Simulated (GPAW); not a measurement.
HfO2:

```
Hf O
1.0
     4.81353    0.00000    0.00000
     0.00000    4.81353    0.00000
     0.00000    0.00000    3.20542
Hf O
2 4
Direct
  0.50000 0.50000 0.50000
  0.00000 0.00000 0.00000
  0.80504 0.19496 0.50000
  0.69496 0.69496 0.00000
  0.30504 0.30504 0.00000
  0.19496 0.80504 0.50000
```

Measurements of this composition are mostly on another form, of space group No. 14.

Base run:

```yaml
Program: GPAW 26.7.0
Functional: TB-mBJ
Potentials_or_basis: GPAW PAW data sets for LDA (gpaw-data 1.2.1)
Cutoff: 800 eV
Basis: pw
k_mesh: 4 × 4 × 6
Occupations: fermi-dirac, width 0.05 eV
Spin: no spin polarisation
```

Its results: band gap on the k mesh 5.65 eV, direct.

**Question.** After a change of settings the same cell gave: band gap on the k mesh 4.54 eV, direct. Which change was it?
A. functional from TB-mBJ to LDA; potentials or basis from GPAW PAW data sets for LDA (gpaw-data 1.2.1) to the program's PAW data sets (release 1.2.1) made for this functional
B. functional from TB-mBJ to r2SCAN; potentials or basis from GPAW PAW data sets for LDA (gpaw-data 1.2.1) to GPAW PAW data sets (gpaw-data 1.2.1)
C. functional from TB-mBJ to PBEsol; potentials or basis from GPAW PAW data sets for LDA (gpaw-data 1.2.1) to PAW data sets generated in the run's folder for this functional

**Answer.** B.

Caveats: spin-orbit coupling is left out, which moves the levels of the heavy elements; a model potential gives levels but no total energy (some runs).

Runs at the PBE level aren't shown here.
